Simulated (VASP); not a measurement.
# CaSe (Fm-3m) in VASP: a series of runs, part 2 of 3

VASP 6.6.1. The steps go on from the part before.

## Step 3: Band structure, HSE03

File POSCAR:

```
CaSe
1.0
    0.0000000000      2.9560000000      2.9560000000
    2.9560000000      0.0000000000      2.9560000000
    2.9560000000      2.9560000000      0.0000000000
Se Ca
1 1
Direct
    0.5000000000      0.5000000000      0.5000000000
    0.0000000000      0.0000000000      0.0000000000
```

File INCAR.step1:

```
PREC     = Accurate       # precision mode
ENCUT    = 520            # plane-wave cutoff, eV
EDIFF    = 1E-5           # SCF threshold, eV
ISMEAR   = 0              # smearing method
SIGMA    = 0.02           # smearing width, eV
LREAL    = False          # projectors in reciprocal space
LASPH    = True           # aspherical terms in the spheres
NELM     = 80             # most SCF steps
ALGO     = Normal         # electronic algorithm
ISIF     = 2              # what is computed and relaxed
LWAVE    = True           # write WAVECAR
LCHARG   = False          # write CHGCAR
NBANDS   = 15             # bands
GGA      = PE             # functional
KPAR     = 4
```

File INCAR.step2:

```
PREC     = Accurate       # precision mode
ENCUT    = 520            # plane-wave cutoff, eV
EDIFF    = 1E-6           # SCF threshold, eV
ISMEAR   = 0              # smearing method
SIGMA    = 0.02           # smearing width, eV
LREAL    = False          # projectors in reciprocal space
LASPH    = True           # aspherical terms in the spheres
NELM     = 80             # most SCF steps
ALGO     = Normal         # electronic algorithm
ISIF     = 2              # what is computed and relaxed
LWAVE    = False          # write WAVECAR
LCHARG   = False          # write CHGCAR
GGA      = PE             # functional
LHFCALC  = True           # exact exchange
HFSCREEN = 0.3            # screening, 1/A
PRECFOCK = Fast         
NBANDS   = 15             # bands
ISTART   = 1            
KPAR     = 4
```

File KPOINTS:

```
regular mesh
0
Gamma
  6 6 6
```

File KPOINTS_OPT:

```
path GXWKGLUWLK,UX
8
line-mode
reciprocal
 0.0000000000  0.0000000000  0.0000000000  G
 0.5000000000  0.0000000000  0.5000000000  X

 0.5000000000  0.0000000000  0.5000000000  X
 0.5000000000  0.2500000000  0.7500000000  W

 0.5000000000  0.2500000000  0.7500000000  W
 0.3750000000  0.3750000000  0.7500000000  K

 0.3750000000  0.3750000000  0.7500000000  K
 0.0000000000  0.0000000000  0.0000000000  G

 0.0000000000  0.0000000000  0.0000000000  G
 0.5000000000  0.5000000000  0.5000000000  L

 0.5000000000  0.5000000000  0.5000000000  L
 0.6250000000  0.2500000000  0.6250000000  U

 0.6250000000  0.2500000000  0.6250000000  U
 0.5000000000  0.2500000000  0.7500000000  W

 0.5000000000  0.2500000000  0.7500000000  W
 0.5000000000  0.5000000000  0.5000000000  L

 0.5000000000  0.5000000000  0.5000000000  L
 0.3750000000  0.3750000000  0.7500000000  K

 0.6250000000  0.2500000000  0.6250000000  U
 0.5000000000  0.0000000000  0.5000000000  X
```

Potentials or basis: VASP PAW PBE potentials, release 64 (Se, Ca_sv).

Command:

```
$ cat potpaw_PBE.64/Se/POTCAR potpaw_PBE.64/Ca_sv/POTCAR > POTCAR
$ cp INCAR.step1 INCAR
$ mpirun -np 4 vasp_std > vasp.out
$ cp INCAR.step2 INCAR
$ mpirun -np 4 vasp_std > vasp.out
```

Run time: 13 min. Hardware: 4 MPI ranks of Intel Xeon 6975P-C (Granite Rapids), shared host; peak memory 0.36 GiB.

It converged, with:

```yaml
Free_energy: -10.4757 eV
Pressure: 0.9 GPa
Band_gap_on_the_k_mesh: 2.79 eV, indirect (least direct gap 3.81 eV)
Band_gap_along_the_path: 2.79 eV, indirect (least direct gap 3.81 eV)
```

Levels at the corners of the path, in eV from the valence-band top:
```csv
point,band 6,band 7,band 8,band 9,band 10,band 11
Γ,0.00,0.00,0.00,4.12,4.71,4.71
X,-2.74,-1.02,-1.02,2.79,5.83,6.26
X,-2.74,-1.02,-1.02,2.79,5.83,6.26
W,-2.13,-2.13,-1.78,5.42,5.42,6.27
W,-2.13,-2.13,-1.78,5.42,5.42,6.27
K,-2.44,-2.18,-1.18,4.13,6.79,7.03
K,-2.44,-2.18,-1.18,4.13,6.79,7.03
Γ,0.00,0.00,0.00,4.12,4.71,4.71
Γ,0.00,0.00,0.00,4.12,4.71,4.71
L,-3.52,-1.23,-1.23,5.21,6.75,6.86
L,-3.52,-1.23,-1.23,5.21,6.75,6.86
U,-2.44,-2.18,-1.18,4.13,6.79,7.03
U,-2.44,-2.18,-1.18,4.13,6.79,7.03
W,-2.13,-2.13,-1.78,5.42,5.42,6.27
W,-2.13,-2.13,-1.78,5.42,5.42,6.27
L,-3.52,-1.23,-1.23,5.21,6.75,6.86
L,-3.52,-1.23,-1.23,5.21,6.75,6.86
K,-2.44,-2.18,-1.18,4.13,6.79,7.03
U,-2.44,-2.18,-1.18,4.13,6.79,7.03
X,-2.74,-1.02,-1.02,2.79,5.83,6.26
```

Caveat: the PAW data sets were made with another functional, which shifts forces and pressure a little.

## Step 4: Band structure, PBE0

POSCAR is that of step 3.

INCAR.step1 is that of step 3.

Edit INCAR.step2 of step 3 so:

```diff
@@ -14,4 +14,5 @@
 LHFCALC  = True           # exact exchange
-HFSCREEN = 0.3            # screening, 1/A
+AEXX     = 0.25           # exact-exchange fraction
 PRECFOCK = Fast         
+HFRCUT   = -1           
 NBANDS   = 15             # bands
```

KPOINTS is that of step 3.

KPOINTS_OPT is that of step 3.

Command:

```
$ cat potpaw_PBE.64/Se/POTCAR potpaw_PBE.64/Ca_sv/POTCAR > POTCAR
$ cp INCAR.step1 INCAR
$ mpirun -np 4 vasp_std > vasp.out
$ cp INCAR.step2 INCAR
$ mpirun -np 4 vasp_std > vasp.out
```

It took 12 min on 4 MPI ranks of Intel Xeon 6975P-C (Granite Rapids), shared host; peak memory 0.25 GiB.

Results (log left out):

| Item | Value |
| --- | --- |
| Free energy | -11.2220 eV |
| Pressure | 0.8 GPa |
| Band gap on the k mesh | 3.66 eV, indirect (least direct gap 4.72 eV) |
| Band gap along the path | 3.66 eV, indirect (least direct gap 4.72 eV) |

Levels at the corners of the path, in eV from the valence-band top:
| point | band 5 | band 6 | band 7 | band 8 | band 9 | band 10 | band 11 | band 12 |
| --- | --- | --- | --- | --- | --- | --- | --- | --- |
| Γ | -12.99 | 0.00 | 0.00 | 0.00 | 4.96 | 5.64 | 5.64 | 5.64 |
| X | -12.31 | -2.87 | -1.07 | -1.07 | 3.66 | 6.73 | 7.22 | 8.40 |
| X | -12.31 | -2.87 | -1.07 | -1.07 | 3.66 | 6.73 | 7.22 | 8.40 |
| W | -12.21 | -2.23 | -2.23 | -1.85 | 6.37 | 6.37 | 7.21 | 8.05 |
| W | -12.21 | -2.23 | -2.23 | -1.85 | 6.37 | 6.37 | 7.21 | 8.05 |
| K | -12.23 | -2.56 | -2.28 | -1.24 | 5.04 | 7.74 | 8.01 | 8.08 |
| K | -12.23 | -2.56 | -2.28 | -1.24 | 5.04 | 7.74 | 8.01 | 8.08 |
| Γ | -12.99 | 0.00 | 0.00 | 0.00 | 4.96 | 5.64 | 5.64 | 5.64 |
| Γ | -12.99 | 0.00 | 0.00 | 0.00 | 4.96 | 5.64 | 5.64 | 5.64 |
| L | -12.18 | -3.67 | -1.29 | -1.29 | 6.07 | 7.73 | 7.85 | 7.85 |
| L | -12.18 | -3.67 | -1.29 | -1.29 | 6.07 | 7.73 | 7.85 | 7.85 |
| U | -12.23 | -2.56 | -2.28 | -1.24 | 5.04 | 7.74 | 8.01 | 8.08 |
| U | -12.23 | -2.56 | -2.28 | -1.24 | 5.04 | 7.74 | 8.01 | 8.08 |
| W | -12.21 | -2.23 | -2.23 | -1.85 | 6.37 | 6.37 | 7.21 | 8.05 |
| W | -12.21 | -2.23 | -2.23 | -1.85 | 6.37 | 6.37 | 7.21 | 8.05 |
| L | -12.18 | -3.67 | -1.29 | -1.29 | 6.07 | 7.73 | 7.85 | 7.85 |
| L | -12.18 | -3.67 | -1.29 | -1.29 | 6.07 | 7.73 | 7.85 | 7.85 |
| K | -12.23 | -2.56 | -2.28 | -1.24 | 5.04 | 7.74 | 8.01 | 8.08 |
| U | -12.23 | -2.56 | -2.28 | -1.24 | 5.04 | 7.74 | 8.01 | 8.08 |
| X | -12.31 | -2.87 | -1.07 | -1.07 | 3.66 | 6.73 | 7.22 | 8.40 |

Caveat: the PAW data sets were made with another functional, which shifts forces and pressure a little.

(Part 2 of 3 ends here.)
